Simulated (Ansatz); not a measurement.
# Nickel, A15 under LDA: structure and ground-state energy

The plan for nickel in the A15 structure: relax it, then solve it on a dense k-mesh. Spin polarisation is left out, though the real metal is magnetic, so this state lies above the ground state. The k-meshes are 6×6×6 for the relaxation; 8×8×8 for the dense run.

Method: DFT LDA (PW92), plane waves (420 eV) with PAW, scalar-relativistic; PAW files made under PBE, frozen cores solved again for the functional, in Ansatz 0.2.0.

## (1) The system as given

Symmetry: Pm-3n, No. 223, cubic system. The conventional cell has a = 4.440 Å, b = 4.440 Å, c = 4.440 Å, α = 90.00°, β = 90.00°, γ = 90.00°. Around Ni (site symmetry m-3) lie 12 Ni at 2.48 Å. Ni (site symmetry -4m2) has 6 Ni at 2.22 to 2.48 Å as nearest neighbours.

Coordinates:

```
Ni
1.0
     4.43981    0.00000    0.00000
     0.00000    4.43981    0.00000
     0.00000    0.00000    4.43981
Ni
8
Direct
  0.00000 0.00000 0.00000
  0.50000 0.50000 0.50000
  0.25000 0.00000 0.50000
  0.75000 0.00000 0.50000
  0.50000 0.25000 0.00000
  0.50000 0.75000 0.00000
  0.00000 0.50000 0.25000
  0.00000 0.50000 0.75000
```

## (2) Geometry optimisation

Input file input.yaml:

```yaml
crystal:
  lattice:
    - [4.4398105893, 0.0, 0.0]
    - [0.0, 4.4398105893, 0.0]
    - [0.0, 0.0, 4.4398105893]
  atoms:
    - { symbol: Ni, position: [0.0, 0.0, 0.0] }
    - { symbol: Ni, position: [0.5, 0.5, 0.5] }
    - { symbol: Ni, position: [0.25, 0.0, 0.5] }
    - { symbol: Ni, position: [0.75, 0.0, 0.5] }
    - { symbol: Ni, position: [0.5, 0.25, 0.0] }
    - { symbol: Ni, position: [0.5, 0.75, 0.0] }
    - { symbol: Ni, position: [0.0, 0.5, 0.25] }
    - { symbol: Ni, position: [0.0, 0.5, 0.75] }
hamiltonian:
  xc: lda
  pseudopotentials:
    kind: paw
    azcp:
      Ni: "pseudopotentials/Ni.paw.azcp"
basis:
  ecutwfc: 420
  fft_grid_basis: typed
kpoints:
  mp_grid: { grid: [6, 6, 6], shift: [0, 0, 0] }
magnetization:
  spin_polarized: false
scf:
  occupations: { method: fermi_dirac, width: 0.1 }
relax:
  max_steps: 60
  f_tol: 0.01
  cell: {}
```

The program printed:

```text
Warning: <dir> the record states the generating functional pbe (its physics header spells it `PBE`), which answers neither for hamiltonian.xc's functional nor for the lda family's — results may be inconsistent (PPs are generated against a specific XC)
Engine: ansatz 0.2.0, x86_64-unknown-linux-gnu
Pseudopotentials: kind: paw
Pseudopotential: Ni, paw, valence charge 18, recommended cutoff 420 eV (normal), <dir>
Functional definition: SPW92
  exchange = slater_x
  correlation = pw_c
Crystal: 8 atoms, lattice volume = 87.517 Å³
Basis set: ecut = 420 eV, 1743 PW (Γ)
Bands: 87, of which v1, the nominal top of the filled ones, is band 72 counted from 1 (71 counted from 0)
Symmetry: 48 space group operations
Space group: Pm-3n (ITA 223), of the structure as read, at distance tolerance 4.4e-5 Å
k-points: 20 of 216
Non-local potential: Ni, projectors of the file, l = 0: 3, l = 1: 2, l = 2: 3, l = 3: 1
PAW form: soft (Blöchl's): semilocal exchange-correlation on the pseudo side does not see the compensation charge
PAW frozen core: Ni, regenerated for the run's functional, and the local potential with it (the file was generated under x = pbe(κ = 0.804, μ = 0.2195149727645171), c = pbe(β = 0.06672455060314922))
PAW one-centre angular grid: Ni, 590 points (default); XC on 64 Gauss nodes
Initial density: superposition of atomic densities (neutral atoms: chi_scale 0, normalization atom), corrected by the library's trained network
Initial wavefunctions: pseudopotential atomic-orbital guess
Functional: x = slater, c = lda
SCF iter   1: F=—  HF=-46185.758093 eV  |F-HF|=—  |Δ(HF+E_count)|=         —  Δρ=2.87e-2  dr2=3.33e-1  ethr=1.77e-3  ⟨swp⟩=5.2  Hψ=5225  notcnv=0  defer=56
preconditioner: auto → Kerker (q_TF=auto, 2.964 Å⁻¹)  [metal: Δε(μ)=0.009 eV  Ē_g=7.745 eV  σ=0.100 eV  W_gap=0.02  n_scr=32 (ndim 8)  ℏωp=35.5 eV  f_vac=0.000  D(μ)=20.06/eV (n_scr^D=388)]
SCF iter   2: F=—  HF=-46185.700723 eV  |F-HF|=—  |Δ(HF+E_count)|=   5.74e-2  Δρ=7.17e-3  dr2=2.34e-2  ethr=2.31e-4  ⟨swp⟩=2.8  Hψ=3625  notcnv=0  defer=59
SCF iter   3: F=—  HF=-46185.697939 eV  |F-HF|=—  |Δ(HF+E_count)|=   2.78e-3  Δρ=2.10e-3  dr2=2.27e-3  ethr=1.62e-5  ⟨swp⟩=1.1  Hψ=1697  notcnv=0  defer=59
SCF iter   4: F=—  HF=-46185.697549 eV  |F-HF|=—  |Δ(HF+E_count)|=   3.90e-4  Δρ=2.79e-4  dr2=4.98e-5  ethr=1.58e-6  ⟨swp⟩=1.9  Hψ=2117  notcnv=0  defer=59
SCF iter   5: F=—  HF=-46185.697573 eV  |F-HF|=—  |Δ(HF+E_count)|=   2.41e-5  Δρ=1.63e-4  dr2=1.05e-5  ethr=3.46e-8  ⟨swp⟩=2.1  Hψ=2575  notcnv=0  defer=59
SCF iter   6: F=—  HF=-46185.697570 eV  |F-HF|=—  |Δ(HF+E_count)|=   2.64e-6  Δρ=6.78e-5  dr2=2.57e-6  ethr=7.32e-9  ⟨swp⟩=2.6  Hψ=3061  notcnv=0  defer=59
SCF iter   7: F=—  HF=-46185.697570 eV  |F-HF|=—  |Δ(HF+E_count)|=   1.68e-7  Δρ=1.79e-5  dr2=2.63e-7  ethr=1.79e-9  ⟨swp⟩=1.8  Hψ=1973  notcnv=0  defer=59
SCF iter   8: F=-46185.697570 eV  HF=-46185.697570 eV  |F-HF|=4.67e-9  |Δ(HF+E_count)|=   9.11e-9  Δρ=5.33e-6  dr2=7.60e-9  ethr=6.94e-11  ⟨swp⟩=4.2  Hψ=5994  notcnv=0
SCF 1 converged in 8 iterations: F = -46185.697570 eV  dr2 = 7.60e-9
relax step   1: F+E_penalty+E_count = -46185.69757030 eV  Δ(F+E_penalty+E_count) = +0.000e0 eV  max|allowed force component| = 2.219e-17 eV/Å  Δτ_max = 0.0000 Å  P = -13.962 GPa  Ω = 87.517 Å³  (8 SCF iters, dr2 threshold 1.00e-7 eV, accepted)
Crystal: 8 atoms, lattice volume = 84.314 Å³
Basis set: ecut = 420 eV, 1647 PW (Γ)
Initial density: handed on by an earlier stage of this run
Initial wavefunctions: those handed on with the density
iter 1 solved again at ethr=1.48e-5 eV; its pass at ethr=3.10e-3 eV (dr2=2.13e-2 eV) is discarded
SCF iter   1: F=—  HF=-46185.915251 eV  |F-HF|=—  |Δ(HF+E_count)|=         —  Δρ=6.83e-3  dr2=2.26e-2  ethr=1.48e-5  ⟨swp⟩=1.9  Hψ=7827  notcnv=0
preconditioner: auto → Kerker (q_TF=auto, 2.983 Å⁻¹)  [metal: Δε(μ)=0.010 eV  Ē_g=8.047 eV  σ=0.100 eV  W_gap=0.03  n_scr=32 (ndim 8)  ℏωp=36.2 eV  f_vac=0.000  D(μ)=19.64/eV (n_scr^D=388)]
SCF iter   2: F=—  HF=-46185.910974 eV  |F-HF|=—  |Δ(HF+E_count)|=   4.28e-3  Δρ=2.01e-3  dr2=2.34e-3  ethr=1.48e-5  ⟨swp⟩=2.6  Hψ=2558  notcnv=0
SCF iter   3: F=—  HF=-46185.910195 eV  |F-HF|=—  |Δ(HF+E_count)|=   7.79e-4  Δρ=4.87e-4  dr2=1.49e-4  ethr=1.63e-6  ⟨swp⟩=1.9  Hψ=2279  notcnv=0
SCF iter   4: F=—  HF=-46185.910195 eV  |F-HF|=—  |Δ(HF+E_count)|=   2.20e-7  Δρ=1.72e-4  dr2=6.50e-6  ethr=1.04e-7  ⟨swp⟩=2.0  Hψ=2756  notcnv=0
iter 5 did not close the SCF: its close was put off for the readings that it lacked (scf_convergence_deferred on its scf_iter line)
SCF iter   5: F=-46185.910209 eV  HF=-46185.910209 eV  |F-HF|=3.03e-7  |Δ(HF+E_count)|=   1.40e-5  Δρ=5.17e-5  dr2=6.01e-7  ethr=4.51e-9  ⟨swp⟩=2.1  Hψ=2862  notcnv=0
SCF iter   6: F=-46185.910209 eV  HF=-46185.910209 eV  |F-HF|=2.86e-8  |Δ(HF+E_count)|=   1.58e-8  Δρ=1.13e-5  dr2=7.77e-8  ethr=4.17e-10  ⟨swp⟩=3.3  Hψ=7469  notcnv=0
SCF 2 converged in 6 iterations: F = -46185.910209 eV  dr2 = 7.77e-8
relax step   2: F+E_penalty+E_count = -46185.91020910 eV  Δ(F+E_penalty+E_count) = -2.126e-1 eV  max|allowed force component| = 1.237e-16 eV/Å  Δτ_max = 0.0000 Å  P = -6.822 GPa  Ω = 84.314 Å³  energy of the carried Pulay correction = +2.152e-3 eV  (6 SCF iters, dr2 threshold 8.00e-7 eV, accepted)
Crystal: 8 atoms, lattice volume = 81.466 Å³
Basis set: ecut = 420 eV, 1575 PW (Γ)
iter 1 solved again at ethr=1.18e-5 eV; its pass at ethr=3.10e-3 eV (dr2=1.70e-2 eV) is discarded
SCF iter   1: F=—  HF=-46185.970063 eV  |F-HF|=—  |Δ(HF+E_count)|=         —  Δρ=6.19e-3  dr2=1.80e-2  ethr=1.18e-5  ⟨swp⟩=2.1  Hψ=8460  notcnv=0
preconditioner: auto → Kerker (q_TF=auto, 3.000 Å⁻¹)  [metal: Δε(μ)=0.011 eV  Ē_g=8.318 eV  σ=0.100 eV  W_gap=0.03  n_scr=32 (ndim 8)  ℏωp=36.8 eV  f_vac=0.000  D(μ)=18.92/eV (n_scr^D=364)]
SCF iter   2: F=—  HF=-46185.966499 eV  |F-HF|=—  |Δ(HF+E_count)|=   3.56e-3  Δρ=1.81e-3  dr2=1.84e-3  ethr=1.18e-5  ⟨swp⟩=2.5  Hψ=2418  notcnv=0
SCF iter   3: F=—  HF=-46185.965858 eV  |F-HF|=—  |Δ(HF+E_count)|=   6.41e-4  Δρ=4.49e-4  dr2=1.19e-4  ethr=1.27e-6  ⟨swp⟩=2.4  Hψ=2467  notcnv=0
SCF iter   4: F=—  HF=-46185.965874 eV  |F-HF|=—  |Δ(HF+E_count)|=   1.57e-5  Δρ=1.74e-4  dr2=6.36e-6  ethr=8.26e-8  ⟨swp⟩=2.0  Hψ=2729  notcnv=0
iter 5 did not close the SCF: its close was put off for the readings that it lacked (scf_convergence_deferred on its scf_iter line)
SCF iter   5: F=-46185.965886 eV  HF=-46185.965887 eV  |F-HF|=2.64e-7  |Δ(HF+E_count)|=   1.30e-5  Δρ=5.40e-5  dr2=5.99e-7  ethr=4.42e-9  ⟨swp⟩=2.1  Hψ=2802  notcnv=0
SCF iter   6: F=-46185.965887 eV  HF=-46185.965887 eV  |F-HF|=2.93e-8  |Δ(HF+E_count)|=   3.85e-8  Δρ=1.09e-5  dr2=7.17e-8  ethr=4.16e-10  ⟨swp⟩=3.5  Hψ=7492  notcnv=0
SCF 3 converged in 6 iterations: F = -46185.965887 eV  dr2 = 7.17e-8
relax step   3: F+E_penalty+E_count = -46185.96588674 eV  Δ(F+E_penalty+E_count) = -5.568e-2 eV  max|allowed force component| = 5.681e-17 eV/Å  Δτ_max = 0.0000 Å  P = +1.045 GPa  Ω = 81.466 Å³  energy of the carried Pulay correction = +4.134e-3 eV  (6 SCF iters, dr2 threshold 8.00e-7 eV, accepted)
Crystal: 8 atoms, lattice volume = 81.833 Å³
iter 1 solved again at ethr=2.08e-7 eV; its pass at ethr=3.10e-3 eV (dr2=2.99e-4 eV) is discarded
SCF iter   1: F=—  HF=-46185.966822 eV  |F-HF|=—  |Δ(HF+E_count)|=         —  Δρ=8.08e-4  dr2=3.11e-4  ethr=2.08e-7  ⟨swp⟩=2.5  Hψ=6863  notcnv=0
preconditioner: auto → Kerker (q_TF=auto, 2.998 Å⁻¹)  [metal: Δε(μ)=0.012 eV  Ē_g=8.297 eV  σ=0.100 eV  W_gap=0.03  n_scr=32 (ndim 8)  ℏωp=36.7 eV  f_vac=0.000  D(μ)=19.05/eV (n_scr^D=388)]
SCF iter   2: F=—  HF=-46185.966760 eV  |F-HF|=—  |Δ(HF+E_count)|=   6.18e-5  Δρ=2.42e-4  dr2=3.30e-5  ethr=2.08e-7  ⟨swp⟩=2.3  Hψ=2191  notcnv=0
SCF iter   3: F=—  HF=-46185.966750 eV  |F-HF|=—  |Δ(HF+E_count)|=   1.04e-5  Δρ=5.06e-5  dr2=1.43e-6  ethr=2.29e-8  ⟨swp⟩=2.2  Hψ=2220  notcnv=0
iter 4 did not close the SCF: its close was put off for the readings that it lacked (scf_convergence_deferred on its scf_iter line)
SCF iter   4: F=-46185.966751 eV  HF=-46185.966750 eV  |F-HF|=1.77e-7  |Δ(HF+E_count)|=   6.16e-7  Δρ=2.27e-5  dr2=1.07e-7  ethr=9.93e-10  ⟨swp⟩=2.1  Hψ=2730  notcnv=0
iter 5 did not close the SCF: its close was put off for the readings that it lacked (scf_convergence_deferred on its scf_iter line)
SCF iter   5: F=-46185.966751 eV  HF=-46185.966751 eV  |F-HF|=1.03e-9  |Δ(HF+E_count)|=   1.87e-7  Δρ=6.42e-6  dr2=9.67e-9  ethr=7.42e-11  ⟨swp⟩=2.1  Hψ=3065  notcnv=0
SCF iter   6: F=-46185.966751 eV  HF=-46185.966751 eV  |F-HF|=3.57e-10  |Δ(HF+E_count)|=   6.90e-9  Δρ=1.21e-6  dr2=6.50e-10  ethr=6.71e-12  ⟨swp⟩=2.0  Hψ=5345  notcnv=0
SCF 4 converged in 6 iterations: F = -46185.966751 eV  dr2 = 6.50e-10
relax step   4: F+E_penalty+E_count = -46185.96675054 eV  Δ(F+E_penalty+E_count) = -8.638e-4 eV  max|allowed force component| = 3.245e-17 eV/Å  Δτ_max = 0.0000 Å  P = -0.060 GPa  Ω = 81.833 Å³  energy of the carried Pulay correction = +3.875e-3 eV  (6 SCF iters, dr2 threshold 8.00e-7 eV, accepted)
Crystal: 8 atoms, lattice volume = 81.813 Å³
iter 1 solved again at ethr=6.49e-10 eV; its pass at ethr=3.10e-3 eV (dr2=9.34e-7 eV) is discarded
SCF iter   1: F=—  HF=-46185.966769 eV  |F-HF|=—  |Δ(HF+E_count)|=         —  Δρ=4.44e-5  dr2=9.28e-7  ethr=6.49e-10  ⟨swp⟩=2.5  Hψ=6461  notcnv=0
preconditioner: auto → Kerker (q_TF=auto, 2.998 Å⁻¹)  [metal: Δε(μ)=0.012 eV  Ē_g=8.297 eV  σ=0.100 eV  W_gap=0.03  n_scr=32 (ndim 8)  ℏωp=36.7 eV  f_vac=0.000  D(μ)=19.04/eV (n_scr^D=388)]
SCF iter   2: F=—  HF=-46185.966769 eV  |F-HF|=—  |Δ(HF+E_count)|=   1.83e-7  Δρ=1.31e-5  dr2=9.57e-8  ethr=6.44e-10  ⟨swp⟩=2.3  Hψ=2246  notcnv=0
iter 3 did not close the SCF: its close was put off for the readings that it lacked (scf_convergence_deferred on its scf_iter line)
SCF iter   3: F=-46185.966769 eV  HF=-46185.966769 eV  |F-HF|=1.80e-9  |Δ(HF+E_count)|=   3.11e-8  Δρ=2.75e-6  dr2=4.33e-9  ethr=6.65e-11  ⟨swp⟩=2.2  Hψ=2251  notcnv=0
iter 4 did not close the SCF: its close was put off for the readings that it lacked (scf_convergence_deferred on its scf_iter line)
SCF iter   4: F=-46185.966769 eV  HF=-46185.966769 eV  |F-HF|=5.38e-10  |Δ(HF+E_count)|=   1.48e-9  Δρ=1.16e-6  dr2=2.71e-10  ethr=3.01e-12  ⟨swp⟩=2.1  Hψ=2725  notcnv=0
iter 5 did not close the SCF: its close was put off for the readings that it lacked (scf_convergence_deferred on its scf_iter line)
SCF iter   5: F=-46185.966769 eV  HF=-46185.966769 eV  |F-HF|=7.28e-12  |Δ(HF+E_count)|=  5.68e-10  Δρ=3.25e-7  dr2=2.29e-11  ethr=1.00e-12  ⟨swp⟩=1.1  Hψ=1741  notcnv=0
SCF iter   6: F=-46185.966769 eV  HF=-46185.966769 eV  |F-HF|=7.28e-12  |Δ(HF+E_count)|=  1.46e-11  Δρ=5.71e-8  dr2=1.43e-12  ethr=1.00e-12  ⟨swp⟩=2.1  Hψ=5096  notcnv=0
SCF 5 converged in 6 iterations: F = -46185.966769 eV  dr2 = 1.43e-12
relax step   5: F+E_penalty+E_count = -46185.96676857 eV  Δ(F+E_penalty+E_count) = -1.803e-5 eV  max|allowed force component| = 8.963e-17 eV/Å  Δτ_max = 0.0000 Å  P = -0.000 GPa  Ω = 81.813 Å³  energy of the carried Pulay correction = +3.889e-3 eV  (6 SCF iters, dr2 threshold 9.13e-9 eV, accepted)
Initial wavefunctions: pseudopotential atomic-orbital guess (no wavefunctions were taken with the density)
iter 1 solved again at ethr=5.64e-8 eV; its pass at ethr=3.10e-3 eV (dr2=8.13e-5 eV) is discarded
SCF iter   1: F=—  HF=-46185.963360 eV  |F-HF|=—  |Δ(HF+E_count)|=         —  Δρ=1.78e-4  dr2=6.00e-6  ethr=5.64e-8  ⟨swp⟩=4.0  Hψ=10567  notcnv=0
SCF iter   2: F=—  HF=-46185.963355 eV  |F-HF|=—  |Δ(HF+E_count)|=   5.13e-6  Δρ=1.18e-4  dr2=3.53e-6  ethr=4.17e-9  ⟨swp⟩=1.6  Hψ=1763  notcnv=0
SCF iter   3: F=—  HF=-46185.963355 eV  |F-HF|=—  |Δ(HF+E_count)|=   5.48e-7  Δρ=2.12e-5  dr2=1.20e-7  ethr=2.45e-9  ⟨swp⟩=1.0  Hψ=1740  notcnv=0
SCF iter   4: F=—  HF=-46185.963355 eV  |F-HF|=—  |Δ(HF+E_count)|=   1.03e-7  Δρ=1.35e-6  dr2=5.11e-10  ethr=8.34e-11  ⟨swp⟩=2.0  Hψ=3152  notcnv=0
SCF iter   5: F=—  HF=-46185.963355 eV  |F-HF|=—  |Δ(HF+E_count)|=   1.11e-8  Δρ=1.20e-6  dr2=7.02e-10  ethr=1.00e-12  ⟨swp⟩=2.1  Hψ=3245  notcnv=0
SCF iter   6: F=-46185.963355 eV  HF=-46185.963355 eV  |F-HF|=1.46e-11  |Δ(HF+E_count)|=    0.00e0  Δρ=3.75e-7  dr2=4.42e-11  ethr=1.00e-12  ⟨swp⟩=3.9  Hψ=7462  notcnv=0
SCF 6 converged in 6 iterations: F = -46185.963355 eV  dr2 = 4.42e-11
relax step   6: F+E_penalty+E_count = -46185.96335484 eV  Δ(F+E_penalty+E_count) = +3.414e-3 eV  max|allowed force component| = 1.296e-16 eV/Å  Δτ_max = 0.0000 Å  P = -0.013 GPa  Ω = 81.813 Å³  stress off target by 1.30e-2 GPa  SCF on the basis re-selected at this cell (its energy is not comparable with the rows above)  (6 SCF iters)
basis re-selected at this cell: Δ(F+E_penalty+E_count) = +3.414e-3 eV, ΔP = -0.013 GPa vs the last step (what re-selecting the basis moved, of the pressure what is left beyond the Pulay correction that the steps carried, after the strain that the cell walked since its last selection, with what the two solves' SCF thresholds leave and, on support functions, any second-order correction that the steps lacked; it is no measure of the basis error at this ecutwfc). This SCF's stress stands 1.30e-2 GPa from its target on what of the cell is left free (relax.cell.stress_tol is 5.00e-2 GPa) and its largest allowed force component is 1.30e-16 eV/Å (relax.f_tol is 1.00e-2 eV/Å): within both
SCF converged after 6 iterations
Free energy (F): -46185.963355 eV
Harris-Foulkes:  -46185.963355 eV  (|F-HF|=1.46e-11)
Internal energy: -46185.345228 eV  (E = F + TS)
E sigma→0 (E₀):  -46185.654291 eV
Entropy (-TS):   -0.618127 eV (-77.266 meV/atom)
Fermi energy:    19.053738 eV
--- Per-component energies (eV) ---
  E_band       = -2108.390419
  E_kinetic    = 2277.431614
  E_local      = -26820.725362  (includes V_loc(G=0)·N_el)
  E_nonlocal   = 5112.784597
  E_hartree    = 11204.595626
  E_xc         = -681.574384
  E_vxc        = -882.411055  (∫ρ·V_xc dr)
  E_paw        = -12505.248731  (= ΣΔE_a)
  E_vpaw       = -4204.665554  (= ΣTr[D̂ρ^β])
  E_aug_tail   = 0.003641  (compensation charges beyond the density's cutoff)
  E_ewald      = -24776.085192
  E_core_change = 3.472964  (= ΣΔE_core)
  E_smearing   = -0.618127  (= −TS)
  E_closure    = -0.000000  (closes the sum)
  Σ components = -46185.963355   (vs F -46185.963355, Δ=0.00e0)
--- Forces (eV/Å), atoms counted from 1 ---
  atom   1  Ni     0.00000000    -0.00000000     0.00000000
  atom   2  Ni    -0.00000000     0.00000000     0.00000000
  atom   3  Ni     0.00000000    -0.00000000     0.00000000
  atom   4  Ni    -0.00000000     0.00000000    -0.00000000
  atom   5  Ni     0.00000000     0.00000000     0.00000000
  atom   6  Ni    -0.00000000    -0.00000000    -0.00000000
  atom   7  Ni    -0.00000000    -0.00000000    -0.00000000
  atom   8  Ni     0.00000000     0.00000000     0.00000000
  max |Σ_I F_I| component: 3.70e-17 eV/Å
--- Stress (GPa, compression-positive) ---
       -0.013004      -0.000000      -0.000000
       -0.000000      -0.013004       0.000000
       -0.000000       0.000000      -0.013004
  P = ⅓ Tr σ = -0.0130 GPa (-0.130 kbar)
--- Relaxed structure (5 steps of the walk, 5 accepted, 1 SCFs on fresh bases) ---
  F+E_penalty+E_count = -46185.96335484 eV   max|allowed force component| = 1.296e-16 eV/Å   (the final SCF, on the basis selected at the relaxed cell)
  cell:  # Å, volume = 81.8126 Å³
    - [4.341170177979845, 2.4074124304840444e-34, 1.0913603018194335e-33]
    - [7.7037197775489426e-34, 4.341170177979845, 1.6049416203226965e-35]
    - [1.348150961071065e-33, 1.6049416203226965e-35, 4.341170177979845]
  atoms:
    - { symbol: Ni, position: [1.7338398828627893e-35, -6.20558644830994e-36, 4.57509210666838e-36] }
    - { symbol: Ni, position: [0.49999999999999994, 0.49999999999999994, 0.49999999999999994] }
    - { symbol: Ni, position: [0.24999999999999997, 2.587654091696958e-35, 0.49999999999999994] }
    - { symbol: Ni, position: [0.7499999999999999, 5.994659169472426e-36, 0.49999999999999994] }
    - { symbol: Ni, position: [0.49999999999999994, 0.24999999999999997, -9.658527780744368e-36] }
    - { symbol: Ni, position: [0.49999999999999994, 0.7499999999999999, -6.213088046092971e-37] }
    - { symbol: Ni, position: [-5.318015049452607e-35, 0.49999999999999994, 0.24999999999999997] }
    - { symbol: Ni, position: [-5.137270669929903e-35, 0.49999999999999994, 0.7499999999999999] }
```

Wall time 41 s (2 threads of an x86-64 CPU, shared host); peak memory 0.64 GiB.

Step by step:

| step | energy change (meV/atom) | largest force (eV/Å) | pressure (GPa) | volume (Å³/atom) |
| --- | --- | --- | --- | --- |
| 1 | 0.00 | 0.0000 | -13.96 | 10.940 |
| 2 | -26.58 | 0.0000 | -6.82 | 10.539 |
| 3 | -33.54 | 0.0000 | 1.04 | 10.183 |
| 4 | -33.65 | 0.0000 | -0.06 | 10.229 |
| 5 | -33.65 | 0.0000 | 0.00 | 10.227 |
| 6 | -33.22 | 0.0000 | -0.01 | 10.227 |

Steps that repeat a cell are solved on a basis chosen anew, so their changes of energy are no gain of the relaxation.

Changes in the cell that was computed:

|  | before | after | change |
| --- | --- | --- | --- |
| a (Å) | 4.440 | 4.341 | -2.2 % |
| b (Å) | 4.440 | 4.341 | -2.2 % |
| c (Å) | 4.440 | 4.341 | -2.2 % |
| volume (Å³/atom) | 10.940 | 10.227 | -6.5 % |
| shortest distance (Å) | 2.220 | 2.171 | -2.2 % |
| space group (spins left aside) | Pm-3n | Pm-3n | same |

## (3) Dense single point

Input file input.yaml:

```yaml
crystal:
  lattice:
    - [4.341170178, 0.0, 0.0]
    - [0.0, 4.341170178, 0.0]
    - [0.0, 0.0, 4.341170178]
  atoms:
    - { symbol: Ni, position: [0.0, 1.0, 0.0] }
    - { symbol: Ni, position: [0.5, 0.5, 0.5] }
    - { symbol: Ni, position: [0.25, 0.0, 0.5] }
    - { symbol: Ni, position: [0.75, 0.0, 0.5] }
    - { symbol: Ni, position: [0.5, 0.25, 1.0] }
    - { symbol: Ni, position: [0.5, 0.75, 1.0] }
    - { symbol: Ni, position: [1.0, 0.5, 0.25] }
    - { symbol: Ni, position: [1.0, 0.5, 0.75] }
hamiltonian:
  xc: lda
  pseudopotentials:
    kind: paw
    azcp:
      Ni: "pseudopotentials/Ni.paw.azcp"
basis:
  ecutwfc: 420
  fft_grid_basis: typed
kpoints:
  mp_grid: { grid: [8, 8, 8], shift: [0, 0, 0] }
magnetization:
  spin_polarized: false
scf:
  occupations: { method: fermi_dirac, width: 0.1 }
```

The program printed, shortened:

```text
Warning: <dir> the record states the generating functional pbe (its physics header spells it `PBE`), which answers neither for hamiltonian.xc's functional nor for the lda family's — results may be inconsistent (PPs are generated against a specific XC)
[...]
Pseudopotentials: kind: paw
Pseudopotential: Ni, paw, valence charge 18, recommended cutoff 420 eV (normal), <dir>
Functional definition: SPW92
[...]
Crystal: 8 atoms, lattice volume = 81.813 Å³
Basis set: ecut = 420 eV, 1575 PW (Γ)
Bands: 87, of which v1, the nominal top of the filled ones, is band 72 counted from 1 (71 counted from 0)
Symmetry: 48 space group operations
Space group: Pm-3n (ITA 223), of the structure as read, at distance tolerance 4.3e-5 Å
k-points: 35 of 512
[...]
SCF iter   1: F=—  HF=-46186.010012 eV  |F-HF|=—  |Δ(HF+E_count)|=         —  Δρ=2.82e-2  dr2=2.90e-1  ethr=1.77e-3  ⟨swp⟩=5.2  Hψ=9091  notcnv=0  defer=109
[...]
SCF iter   8: F=-46185.952671 eV  HF=-46185.952671 eV  |F-HF|=3.68e-9  |Δ(HF+E_count)|=   1.38e-8  Δρ=5.08e-6  dr2=6.46e-9  ethr=6.94e-11  ⟨swp⟩=3.1  Hψ=6762  notcnv=0
[...]
SCF converged after 8 iterations
Free energy (F): -46185.952671 eV
[...]
E sigma→0 (E₀):  -46185.644302 eV
Entropy (-TS):   -0.616737 eV (-77.092 meV/atom)
Fermi energy:    19.053408 eV
[...]
```

It took 10 s on 2 threads of an x86-64 CPU, shared host; peak memory 0.67 GiB.

## (4) Outcome

| quantity | value |
| --- | --- |
| space group (spins left aside) | Pm-3n (No. 223) |
| conventional cell | a = 4.341 Å |
| volume | 10.227 Å³/atom |
| shortest distance | 2.171 Å |
| gap on the mesh | none (levels filled in part) |
| relative to fcc, ferromagnetic | +173 meV/atom |

From the guessed start the volume shrank by 6.5 % in 6 steps. It lies 173 meV/atom above the element's reference form at the same level (fcc, ferromagnetic, from a run of its own); part of this is magnetic energy, as this run has no moments. No gap shows: it is a metal or semimetal at this level. The symmetry was held, so the structure may be unstable against distortions that break it.
